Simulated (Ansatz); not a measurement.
## Relaxation of TiO2

Computed with DFT r2SCAN, scalar-relativistic, plane waves, PAW in Ansatz. (500 eV cutoff, 6×6×10 k-mesh, Gaussian smearing of 0.02 eV, no spin polarisation)

What was changed in SnO2: Sn → Ti on all its sites, cell and atoms relaxed.

Command:

```bash
ansatz run input.yaml --threads 2 --pin off --max-ram 5120MiB --backend cpu --events-out ev --progress --plain --runs-dir out
```

Input:

```yaml
crystal:
  lattice:
    - [4.6022635962, 0.0, 0.0]
    - [0.0, 4.6022635962, 0.0]
    - [0.0, 0.0, 2.9534178516]
  atoms:
    - { symbol: Ti, position: [0.5, 0.5, 0.5] }
    - { symbol: Ti, position: [0.0, 0.0, 0.0] }
    - { symbol: O, position: [0.1949125896, 0.8050874104, 0.5] }
    - { symbol: O, position: [0.8050874104, 0.1949125896, 0.5] }
    - { symbol: O, position: [0.3050874104, 0.3050874104, 0.0] }
    - { symbol: O, position: [0.6949125896, 0.6949125896, 0.0] }
basis:
  ecutwfc: 500
kpoints:
  mp_grid: { grid: [6, 6, 10] }
hamiltonian:
  xc: r2scan
scf:
  occupations: { method: gaussian, width: 0.02 }
output:
  forces: true
  stress: true
  eigenvalues: true
relax:
  adjacent_minimum: "off"
  f_tol: 0.01
  max_steps: 60
  cell: { stress_tol: 0.1 }
```

F is the free energy. Steps run on the plane waves of an earlier cell, but the last one, and at times one on the way, on a freshly chosen basis, so a repeated geometry can differ a little in energy.

Steps:

```
step F − F(1) (eV) largest force component (eV/Å) V (Å³/atom) P (GPa)
   1         0.0000                           0.038       10.426    -0.36
   2        -0.0004                           0.021       10.412    -0.09
   3        -0.0006                           0.005       10.402     0.05
   4        -0.0006                           0.001       10.403    -0.02
   5        -0.0005                           0.001       10.403    -0.02
```

Relaxed structure:

```cif
data_structure
_symmetry_space_group_name_H-M 'P 1'
_symmetry_Int_Tables_number 1
_cell_length_a 4.5969
_cell_length_b 4.5969
_cell_length_c 2.9536
_cell_angle_alpha 90.000
_cell_angle_beta 90.000
_cell_angle_gamma 90.000
_cell_volume 62.42
loop_
_atom_site_label
_atom_site_type_symbol
_atom_site_fract_x
_atom_site_fract_y
_atom_site_fract_z
_atom_site_occupancy
Ti1 Ti 0.50000 0.50000 0.50000 1
Ti2 Ti 0.00000 0.00000 0.00000 1
O1 O 0.19540 0.80460 0.50000 1
O2 O 0.80460 0.19540 0.50000 1
O3 O 0.30460 0.30460 0.00000 1
O4 O 0.69540 0.69540 0.00000 1
```

Symmetry: P4_2/mnm, No. 136, tetragonal system. Conventional cell: a = 4.597 Å, b = 4.597 Å, c = 2.954 Å, α = 90.00°, β = 90.00°, γ = 90.00°. Ti (site symmetry mmm) is surrounded by 6 O at 1.95 to 1.98 Å. O (site symmetry m2m) is surrounded by 3 Ti at 1.95 to 1.98 Å.

The run converged. It took 23 s on 2 threads of Intel(R) Xeon(R) Platinum 8488C (Sapphire Rapids), with other jobs on the host, peak memory 0.61 GiB.